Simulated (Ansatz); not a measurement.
The system is MoS2.

```
CELL_PARAMETERS angstrom
3.22746 0.00000 0.00000
-1.61373 2.79507 0.00000
0.00000 0.00000 6.31247
ATOMIC_POSITIONS crystal
Mo 0.00000 0.00000 0.50000
S 0.66667 0.33333 0.74468
S 0.33333 0.66667 0.25532
```

Measurements of this composition are mostly on another form, of space group No. 194.

Base run:

- Program: Ansatz 0.2.0
- Functional: revPBE
- Potentials or basis: Ansatz PAW
- Cutoff: 420 eV (not typed: the program's choice for these potentials)
- k mesh: 9 × 9 × 4
- Occupations: fermi-dirac, width 0.05 eV
- Spin: no spin polarisation

Its results: band gap on the k mesh none (metal or under the smearing width); pressure 2.9 GPa; largest force 0.335 eV/Å.

After a change of settings the same cell gave: band gap on the k mesh none (metal or under the smearing width); pressure -3.1 GPa; largest force 0.359 eV/Å. Which change was it?
A. functional from revPBE to HSE06; k mesh from 9 × 9 × 4 to 5 × 5 × 2
B. functional from revPBE to BLYP
C. functional from revPBE to RPBE
D. functional from revPBE to r2SCAN; cutoff from 420 eV (not typed: the program's choice for these potentials) to 500 eV (not typed: the program's choice for these potentials)

A.

Caveats: some runs use coarse meshes; this functional lacks dispersion, which binds the layers, so the pressure and a relaxed spacing across them are unreliable; the PAW data sets come from PBE, with cores solved anew for the run's functional, which leaves a small shift of forces and pressure; the thresholds are loose for stress (some runs).

Runs at the PBE level aren't shown here.
